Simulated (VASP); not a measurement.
Input of a VASP 6.6.1 run:

INCAR

```
PREC = Accurate ; ENCUT = 520
EDIFF = 1E-7 ; ISMEAR = 0
SIGMA = 0.1 ; LREAL = False
LASPH = True ; NELM = 100
ALGO = Fast ; ISIF = 2
LWAVE = False ; LCHARG = True
LDIPOL = True ; IDIPOL = 3
DIPOL = 0.5 0.5 0.290 ; GGA = PE
IVDW = 12 ; LELF = True
LVHAR = True ; LVACPOTAV = True
NBANDS = 33
```

KPOINTS

```
regular mesh
0
Gamma
  12 12 1
```

POSCAR

```
GeN2
1.0
    3.1276810685     -0.0000000031      0.0000000000
   -1.5638405316      2.7086512618      0.0000000000
    0.0000000000      0.0000000000     37.9030938400
Ge N
2 4
Direct
    0.6666666667      0.3333333333      0.2374094728
    0.0000000000      0.0000000000      0.3430180800
    0.0000000000      0.0000000000      0.2923250841
    0.3333333333      0.6666666667      0.2229639757
    0.6666666667      0.3333333333      0.2881024686
    0.3333333333      0.6666666667      0.3574635771
```

Potentials or basis: VASP PAW PBE potentials, release 64 (Ge_d, N).

Launch:

```console
$ cat potpaw_PBE.64/Ge_d/POTCAR potpaw_PBE.64/N/POTCAR > POTCAR
$ mpirun -np 1 vasp_std > vasp.out
```

Task: What does it give for the dispersion energy per atom?

Result: -0.169 eV.

Task: What does it give for the band gap on the k mesh?

Result: None (metal or under the smearing width).

Task: Predict the largest force.

Result: 0.021 eV/Å.

Task: Estimate the work function of the upper face.

Result: 4.18 eV.

Forces on the atoms (eV/Å):
```
Ge   0.000  0.000 -0.012
Ge   0.000  0.000  0.012
N    0.000  0.000  0.018
N    0.000  0.000  0.021
N    0.000  0.000 -0.018
N    0.000  0.000 -0.021
```
